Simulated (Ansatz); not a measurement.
# TiTe2: the cell at several levels of theory

How does the equilibrium cell of TiTe2 built on the CdI2 prototype depend on the functional? It is relaxed with PBE-D3(BJ) and r2SCAN+rVV10.

Program: Ansatz 0.2.0. PAW datasets, plane waves, zero pressure. Computed at 0 K without zero-point motion; spin polarisation is off.

**1. The structure to begin with**

This is the cell as the run starts from it, not yet at rest; its lengths are not the crystal's.

Space group P-3m1 (No. 164), trigonal; conventional cell a = 4.451 Å, c = 6.650 Å, 38.04 Å³ an atom. Around Ti lie 6 Te at 3.14 Å; around Te lie 3 Ti at 3.14 Å.

Coordinates:

```
Ti Te
1.0
     4.45123    0.00000    0.00000
    -2.22562    3.85488    0.00000
     0.00000    0.00000    6.65041
Ti Te
1 2
Direct
  0.00000 0.00000 0.00000
  0.33333 0.66667 0.27197
  0.66667 0.33333 0.72803
```

**2. Relaxation with PBE-D3(BJ)**

input.yaml reads:

```yaml
crystal:
  lattice:
    - [4.45123424, 0.0, 0.0]
    - [-2.22561712, 3.85488193, 0.0]
    - [0.0, 0.0, 6.650411488]
  atoms:
    - { symbol: Ti, position: [0.0, 0.0, 0.0] }
    - { symbol: Te, position: [0.3333333333, 0.6666666667, 0.2719689973] }
    - { symbol: Te, position: [0.6666666667, 0.3333333333, 0.7280310027] }
kpoints:
  mp_grid: { grid: [6, 6, 4] }
hamiltonian:
  xc: pbe
  dispersion: d3bj
scf:
  occupations: { method: fermi_dirac, width: 0.02 }
relax:
  f_tol: 0.005
  cell: {}
```

Started as:

```bash
$ ansatz run input.yaml --threads 4 --pin off --max-ram 7372MiB --backend cpu --events-out ev --progress --plain --runs-dir out
```

The program printed:

```text
Warning: RAYON_NUM_THREADS=4 ignored (pool sized by the plan → 4); use --threads N
Engine: ansatz 0.2.0, x86_64-unknown-linux-gnu
Pseudopotentials: kind: paw
Pseudopotential: Ti, paw, valence charge 12, recommended cutoff 420 eV (normal), Ti.paw.azcp
Pseudopotential: Te, paw, valence charge 16, recommended cutoff 420 eV (normal), Te.paw.azcp
Functional definition: PBE
  parameter kappa = 0.804
  parameter beta = 0.06672455060314922
  exchange = pbe_x(kappa = kappa, mu = beta*pi^2/3)
  correlation = pbe_c(beta = beta)
Crystal: 3 atoms, lattice volume = 114.114 Å³
Basis set: ecut = 420 eV, 2249 PW (Γ), exchange–correlation on 60×60×90 points (8 copies of the dense FFT grid, shifted against one another)
Bands: 27, of which v1, the nominal top of the filled ones, is band 22 counted from 1 (21 counted from 0)
Symmetry: 12 space group operations
Space group: P-3m1 (ITA 164), of the structure as read, at distance tolerance 4.9e-5 Å
k-points: 24 of 144
Non-local potential: Ti, projectors of the file, l = 0: 3, l = 1: 2, l = 2: 3, l = 3: 1
Non-local potential: Te, projectors of the file, l = 0: 2, l = 1: 2, l = 2: 2, l = 3: 2
PAW form: soft (Blöchl's): semilocal exchange-correlation on the pseudo side does not see the compensation charge
PAW one-centre angular grid: Ti, 590 points (default); XC on 64 Gauss nodes
PAW one-centre angular grid: Te, 590 points (default); XC on 64 Gauss nodes
Initial density: superposition of atomic densities (neutral atoms: chi_scale 0, normalization atom), corrected by the library's trained network
Initial wavefunctions: pseudopotential atomic-orbital guess
Functional: x = pbe(κ = 0.804, μ = 0.2195149727645171), c = pbe(β = 0.06672455060314922)
SCF iter   1: F=—  HF=-16461.017468 eV  |F-HF|=—  |Δ(HF+E_count)|=         —  Δρ=2.38e-3  dr2=1.09e-2  ethr=1.77e-3  ⟨swp⟩=6.2  Hψ=2934  notcnv=0
preconditioner: auto → LDOS  [metal: Δε(μ)=0.015 eV  Ē_g=4.654 eV  σ=0.020 eV  W_gap=0.18  n_scr=22 (ndim 8)  ℏωp=13.9 eV  f_vac=0.036  D(μ)=4.11/eV (n_scr^D=34)  β→1.0]
SCF iter   2: F=—  HF=-16461.018312 eV  |F-HF|=—  |Δ(HF+E_count)|=   8.44e-4  Δρ=1.56e-3  dr2=5.82e-3  ethr=2.47e-5  ⟨swp⟩=3.5  Hψ=1478  notcnv=0
SCF iter   3: F=—  HF=-16461.017885 eV  |F-HF|=—  |Δ(HF+E_count)|=   4.26e-4  Δρ=1.86e-4  dr2=2.31e-5  ethr=1.32e-5  ⟨swp⟩=2.0  Hψ=752  notcnv=0
SCF iter   4: F=—  HF=-16461.017944 eV  |F-HF|=—  |Δ(HF+E_count)|=   5.89e-5  Δρ=9.58e-5  dr2=1.37e-5  ethr=5.25e-8  ⟨swp⟩=2.0  Hψ=1160  notcnv=0
SCF iter   5: F=—  HF=-16461.017942 eV  |F-HF|=—  |Δ(HF+E_count)|=   2.31e-6  Δρ=2.01e-5  dr2=9.44e-7  ethr=3.11e-8  ⟨swp⟩=2.3  Hψ=1161  notcnv=0
SCF iter   6: F=-16461.017942 eV  HF=-16461.017942 eV  |F-HF|=1.62e-9  |Δ(HF+E_count)|=   1.82e-7  Δρ=5.07e-6  dr2=3.29e-8  ethr=2.27e-10  ⟨swp⟩=5.0  Hψ=2168  notcnv=0
SCF 1 converged in 6 iterations: F = -16461.017942 eV  dr2 = 3.29e-8
relax step   1: F+E_penalty+E_count = -16461.01794213 eV  Δ(F+E_penalty+E_count) = +0.000e0 eV  max|allowed force component| = 1.583e0 eV/Å  Δτ_max = 0.0000 Å  P = -11.812 GPa  Ω = 114.114 Å³  (6 SCF iters, dr2 threshold 1.00e-7 eV, accepted)
Crystal: 3 atoms, lattice volume = 99.879 Å³
Basis set: ecut = 420 eV, 1959 PW (Γ), exchange–correlation on 60×60×90 points (8 copies of the dense FFT grid, shifted against one another)
Initial density: handed on by an earlier stage of this run
Initial wavefunctions: those handed on with the density
SCF iter   1: F=—  HF=-16462.405731 eV  |F-HF|=—  |Δ(HF+E_count)|=         —  Δρ=2.30e-2  dr2=1.43e0  ethr=3.10e-3  ⟨swp⟩=6.3  Hψ=3111  notcnv=0
preconditioner: auto → LDOS  [metal: Δε(μ)=0.020 eV  Ē_g=5.142 eV  σ=0.020 eV  W_gap=0.25  n_scr=22 (ndim 8)  ℏωp=14.9 eV  f_vac=0.031  D(μ)=5.60/eV (n_scr^D=54)  β→1.0]
SCF iter   2: F=—  HF=-16462.317724 eV  |F-HF|=—  |Δ(HF+E_count)|=   8.80e-2  Δρ=8.62e-3  dr2=7.15e-2  ethr=3.10e-3  ⟨swp⟩=2.0  Hψ=884  notcnv=0
SCF iter   3: F=—  HF=-16462.306850 eV  |F-HF|=—  |Δ(HF+E_count)|=   1.09e-2  Δρ=2.79e-3  dr2=1.20e-2  ethr=1.62e-4  ⟨swp⟩=2.4  Hψ=978  notcnv=0
SCF iter   4: F=—  HF=-16462.306243 eV  |F-HF|=—  |Δ(HF+E_count)|=   6.07e-4  Δρ=7.80e-4  dr2=1.06e-3  ethr=2.72e-5  ⟨swp⟩=3.0  Hψ=1269  notcnv=0
SCF iter   5: F=—  HF=-16462.306078 eV  |F-HF|=—  |Δ(HF+E_count)|=   1.65e-4  Δρ=3.12e-4  dr2=1.25e-4  ethr=2.42e-6  ⟨swp⟩=2.0  Hψ=1222  notcnv=0
SCF iter   6: F=—  HF=-16462.306079 eV  |F-HF|=—  |Δ(HF+E_count)|=   1.04e-6  Δρ=8.71e-5  dr2=1.32e-5  ethr=2.84e-7  ⟨swp⟩=2.1  Hψ=815  notcnv=0
SCF iter   7: F=-16462.306080 eV  HF=-16462.306080 eV  |F-HF|=1.81e-7  |Δ(HF+E_count)|=   8.58e-7  Δρ=1.32e-5  dr2=2.92e-7  ethr=6.82e-10  ⟨swp⟩=4.1  Hψ=2664  notcnv=0
SCF 2 converged in 7 iterations: F = -16462.306080 eV  dr2 = 2.92e-7
relax step   2: F+E_penalty+E_count = -16462.30607970 eV  Δ(F+E_penalty+E_count) = -1.288e0 eV  max|allowed force component| = 5.299e-1 eV/Å  Δτ_max = 0.1467 Å  P = -8.327 GPa  Ω = 99.879 Å³  energy of the carried Pulay correction = +1.384e-3 eV  (7 SCF iters, dr2 threshold 3.00e-7 eV, accepted)
Crystal: 3 atoms, lattice volume = 88.392 Å³
Basis set: ecut = 420 eV, 1749 PW (Γ), exchange–correlation on 60×60×90 points (8 copies of the dense FFT grid, shifted against one another)
iter 1 solved again at ethr=2.80e-3 eV; its pass at ethr=3.10e-3 eV (dr2=1.23e0 eV) is discarded
SCF iter   1: F=—  HF=-16462.953543 eV  |F-HF|=—  |Δ(HF+E_count)|=         —  Δρ=2.24e-2  dr2=1.24e0  ethr=2.80e-3  ⟨swp⟩=1.0  Hψ=3449  notcnv=0
preconditioner: auto → LDOS  [metal: Δε(μ)=0.029 eV  Ē_g=5.706 eV  σ=0.020 eV  W_gap=0.33  n_scr=22 (ndim 8)  ℏωp=15.8 eV  f_vac=0.021  D(μ)=3.81/eV (n_scr^D=34)  β→1.0]
SCF iter   2: F=—  HF=-16462.855923 eV  |F-HF|=—  |Δ(HF+E_count)|=   9.76e-2  Δρ=9.08e-3  dr2=1.21e-1  ethr=2.80e-3  ⟨swp⟩=2.4  Hψ=882  notcnv=0
SCF iter   3: F=—  HF=-16462.843934 eV  |F-HF|=—  |Δ(HF+E_count)|=   1.20e-2  Δρ=2.78e-3  dr2=1.43e-2  ethr=2.76e-4  ⟨swp⟩=2.4  Hψ=963  notcnv=0
SCF iter   4: F=—  HF=-16462.842994 eV  |F-HF|=—  |Δ(HF+E_count)|=   9.40e-4  Δρ=7.19e-4  dr2=8.97e-4  ethr=3.25e-5  ⟨swp⟩=2.0  Hψ=786  notcnv=0
SCF iter   5: F=—  HF=-16462.842946 eV  |F-HF|=—  |Δ(HF+E_count)|=   4.77e-5  Δρ=2.18e-4  dr2=6.40e-5  ethr=2.04e-6  ⟨swp⟩=2.8  Hψ=1159  notcnv=0
SCF iter   6: F=—  HF=-16462.842906 eV  |F-HF|=—  |Δ(HF+E_count)|=   4.00e-5  Δρ=4.83e-5  dr2=2.02e-6  ethr=1.45e-7  ⟨swp⟩=2.9  Hψ=1205  notcnv=0
SCF iter   7: F=—  HF=-16462.842906 eV  |F-HF|=—  |Δ(HF+E_count)|=   4.05e-7  Δρ=1.76e-5  dr2=4.62e-7  ethr=6.82e-10  ⟨swp⟩=5.1  Hψ=2504  notcnv=0
SCF iter   8: F=-16462.842906 eV  HF=-16462.842906 eV  |F-HF|=2.98e-10  |Δ(HF+E_count)|=   6.43e-8  Δρ=4.65e-6  dr2=1.64e-8  ethr=6.82e-10  ⟨swp⟩=5.0  Hψ=2062  notcnv=0
SCF 3 converged in 8 iterations: F = -16462.842906 eV  dr2 = 1.64e-8
relax step   3: F+E_penalty+E_count = -16462.84290622 eV  Δ(F+E_penalty+E_count) = -5.368e-1 eV  max|allowed force component| = 3.843e-1 eV/Å  Δτ_max = 0.0174 Å  P = -3.821 GPa  Ω = 88.392 Å³  energy of the carried Pulay correction = +2.643e-3 eV  (8 SCF iters, dr2 threshold 3.00e-7 eV, accepted)
[... 13 lines left out ...]
relax step   4: F+E_penalty+E_count = -16463.15311400 eV  Δ(F+E_penalty+E_count) = -3.102e-1 eV  max|allowed force component| = 1.548e-2 eV/Å  Δτ_max = 0.1324 Å  P = -1.704 GPa  Ω = 78.701 Å³  energy of the carried Pulay correction = +3.823e-3 eV  (8 SCF iters, dr2 threshold 3.00e-7 eV, accepted)
[... 12 lines left out ...]
relax step   5: F+E_penalty+E_count = -16463.17329158 eV  Δ(F+E_penalty+E_count) = -2.018e-2 eV  max|allowed force component| = 3.530e-4 eV/Å  Δτ_max = 0.0306 Å  P = +0.948 GPa  Ω = 74.371 Å³  energy of the carried Pulay correction = +4.389e-3 eV  (7 SCF iters, dr2 threshold 3.00e-7 eV, accepted)
[... 10 lines left out ...]
relax step   6: F+E_penalty+E_count = -16463.18025122 eV  Δ(F+E_penalty+E_count) = -6.960e-3 eV  max|allowed force component| = 2.237e-2 eV/Å  Δτ_max = 0.0117 Å  P = +0.095 GPa  Ω = 75.732 Å³  energy of the carried Pulay correction = +4.208e-3 eV  (6 SCF iters, dr2 threshold 3.00e-7 eV, accepted)
[... 11 lines left out ...]
relax step   7: F+E_penalty+E_count = -16463.18029079 eV  Δ(F+E_penalty+E_count) = -3.957e-5 eV  max|allowed force component| = 9.052e-3 eV/Å  Δτ_max = 0.0024 Å  P = -0.048 GPa  Ω = 75.798 Å³  energy of the carried Pulay correction = +4.200e-3 eV  (6 SCF iters, dr2 threshold 3.73e-8 eV, accepted)
[... 12 lines left out ...]
relax step   8: F+E_penalty+E_count = -16463.18033830 eV  Δ(F+E_penalty+E_count) = -4.751e-5 eV  max|allowed force component| = 8.019e-4 eV/Å  Δτ_max = 0.0011 Å  P = +0.013 GPa  Ω = 75.708 Å³  energy of the carried Pulay correction = +4.211e-3 eV  (6 SCF iters, dr2 threshold 4.63e-8 eV, accepted)
Basis set: ecut = 420 eV, 1485 PW (Γ), exchange–correlation on 50×50×90 points (8 copies of the dense FFT grid, shifted against one another)
Initial wavefunctions: pseudopotential atomic-orbital guess (no wavefunctions were taken with the density)
iter 1 solved again at ethr=2.55e-7 eV; its pass at ethr=3.10e-3 eV (dr2=1.12e-4 eV) is discarded
SCF iter   1: F=—  HF=-16463.177356 eV  |F-HF|=—  |Δ(HF+E_count)|=         —  Δρ=2.35e-4  dr2=5.14e-6  ethr=2.55e-7  ⟨swp⟩=3.2  Hψ=4460  notcnv=0
preconditioner: auto → Resta (q_TF=auto, 2.492 Å⁻¹)  ε∞=7.9  [insulator: Δε(μ)=0.058 eV  Ē_g=6.496 eV  σ=0.020 eV  W_gap=0.61  n_scr=22 (ndim 8)  ℏωp=17.1 eV  f_vac=0.006  D(μ)=1.03/eV (n_scr^D=2)  ε∞_Penn≈7.9]
SCF iter   2: F=—  HF=-16463.177337 eV  |F-HF|=—  |Δ(HF+E_count)|=   1.88e-5  Δρ=1.22e-4  dr2=1.48e-6  ethr=1.17e-8  ⟨swp⟩=2.0  Hψ=1102  notcnv=0
SCF iter   3: F=—  HF=-16463.177339 eV  |F-HF|=—  |Δ(HF+E_count)|=   2.22e-6  Δρ=2.13e-5  dr2=8.10e-8  ethr=3.36e-9  ⟨swp⟩=2.0  Hψ=1170  notcnv=0
SCF iter   4: F=—  HF=-16463.177340 eV  |F-HF|=—  |Δ(HF+E_count)|=   8.68e-8  Δρ=1.45e-6  dr2=1.26e-9  ethr=1.84e-10  ⟨swp⟩=2.0  Hψ=836  notcnv=0
SCF iter   5: F=—  HF=-16463.177340 eV  |F-HF|=—  |Δ(HF+E_count)|=  2.76e-10  Δρ=3.71e-7  dr2=9.71e-11  ethr=2.85e-12  ⟨swp⟩=2.5  Hψ=1152  notcnv=0
SCF iter   6: F=-16463.177340 eV  HF=-16463.177340 eV  |F-HF|=3.64e-12  |Δ(HF+E_count)|=  7.28e-12  Δρ=5.53e-8  dr2=2.16e-12  ethr=1.00e-12  ⟨swp⟩=6.2  Hψ=2651  notcnv=0
SCF 9 converged in 6 iterations: F = -16463.177340 eV  dr2 = 2.16e-12
relax step   9: F+E_penalty+E_count = -16463.17733958 eV  Δ(F+E_penalty+E_count) = +2.999e-3 eV  max|allowed force component| = 1.184e-4 eV/Å  Δτ_max = 0.0000 Å  P = +0.005 GPa  Ω = 75.708 Å³  stress off target by 2.86e-2 GPa  SCF on the basis re-selected at this cell (its energy is not comparable with the rows above)  (6 SCF iters)
basis re-selected at this cell: Δ(F+E_penalty+E_count) = +2.999e-3 eV, ΔP = -0.008 GPa vs the last step (what re-selecting the basis moved, of the pressure what is left beyond the Pulay correction that the steps carried, after the strain that the cell walked since its last selection, with what the two solves' SCF thresholds leave and, on support functions, any second-order correction that the steps lacked; it is no measure of the basis error at this ecutwfc). The dense FFT grid was sized anew with the basis: this SCF ran on 25×25×45 points, the steps before it on 30×30×45, so part of this shift can come from that change (see relax.cell in the input reference). This SCF's stress stands 2.86e-2 GPa from its target on what of the cell is left free (relax.cell.stress_tol is 5.00e-2 GPa) and its largest allowed force component is 1.18e-4 eV/Å (relax.f_tol is 5.00e-3 eV/Å): within both
SCF converged after 6 iterations
Free energy (F): -16463.177340 eV
Harris-Foulkes:  -16463.177340 eV  (|F-HF|=3.64e-12)
Internal energy: -16463.175911 eV  (E = F + TS)
E sigma→0 (E₀):  -16463.176625 eV
Entropy (-TS):   -0.001429 eV (-0.476 meV/atom)
Fermi energy:    11.184407 eV
--- Per-component energies (eV) ---
  E_band       = -629.817447
  E_kinetic    = 635.245064
  E_local      = -3216.470682  (includes V_loc(G=0)·N_el)
  E_nonlocal   = -611.770141
  E_hartree    = 1913.442989
  E_xc         = -347.422211
  E_vxc        = -332.163532  (∫ρ·V_xc dr)
  E_paw        = -10372.837818  (= ΣΔE_a)
  E_vpaw       = -931.543895  (= ΣTr[D̂ρ^β])
  E_aug_tail   = -0.000204  (compensation charges beyond the density's cutoff)
  E_ewald      = -4461.797829
  E_disp       = -1.565078  (pairwise vdW)
  E_smearing   = -0.001429  (= −TS)
  E_closure    = 0.000000  (closes the sum)
  Σ components = -16463.177340   (vs F -16463.177340, Δ=0.00e0)
--- Forces (eV/Å), atoms counted from 1 ---
  atom   1  Ti     0.00000000     0.00000000     0.00000000
  atom   2  Te     0.00000000    -0.00000000     0.00011838
  atom   3  Te    -0.00000000     0.00000000    -0.00011838
  max |Σ_I F_I| component: 3.47e-18 eV/Å
--- Stress (GPa, compression-positive) ---
       -0.006109      -0.000000      -0.000000
       -0.000000      -0.006109      -0.000000
       -0.000000      -0.000000       0.028553
  P = ⅓ Tr σ = 0.0054 GPa (0.054 kbar)
--- Relaxed structure (8 steps of the walk, 8 accepted, 1 SCFs on fresh bases) ---
  F+E_penalty+E_count = -16463.17733958 eV   max|allowed force component| = 1.184e-4 eV/Å   (the final SCF, on the basis selected at the relaxed cell)
  cell:  # Å, volume = 75.7084 Å³
    - [3.7179746366952973, -4.823596563969582e-33, -1.5721660279014626e-16]
    - [-1.8589873183476486, 3.219860486004347, 7.860830139507313e-17]
    - [-2.348910537911131e-16, 2.3600708582526772e-33, 6.324129300847009]
  atoms:
    - { symbol: Ti, position: [-3.495450436988262e-34, -2.3939551157182816e-35, -1.7389635504579338e-19] }
    - { symbol: Te, position: [0.33333333333333326, 0.6666666666666665, 0.2705594853529478] }
    - { symbol: Te, position: [0.6666666666666665, 0.33333333333333326, 0.7294405146470523] }
```

Run time: 7.3 s. Hardware: 4 threads of AMD EPYC 7R43 (Zen 3), shared host; peak memory 0.51 GiB.

The path of the relaxation:

```csv
step,energy change (meV/atom),largest force (eV/Å),pressure (GPa),volume (Å³/atom)
1,0.0,1.5834,-11.81,38.038
2,-429.4,0.5299,-8.33,33.293
3,-608.3,0.3843,-3.82,29.464
4,-711.7,0.0155,-1.70,26.234
5,-718.5,0.0004,0.95,24.790
6,-720.8,0.0224,0.10,25.244
7,-720.8,0.0091,-0.05,25.266
8,-720.8,0.0008,0.01,25.236
9,-719.8,0.0001,0.01,25.236
```

Step 9 solves the same cell on a plane-wave basis chosen anew, so the energy can jump there without a move.

The table lists every geometry solved, with passes on a fresh basis, whose energies don't compare exactly with the rows above.

|  | before | after | change |
| --- | --- | --- | --- |
| a (Å) | 4.451 | 3.718 | -16.47 % |
| c (Å) | 6.650 | 6.324 | -4.91 % |
| volume (Å³/atom) | 38.038 | 25.236 | -33.66 % |
| shortest distance (Å) | 3.143 | 2.745 | -12.65 % |
| space group | P-3m1 | P-3m1 | same |

[end of part 1 of 2]
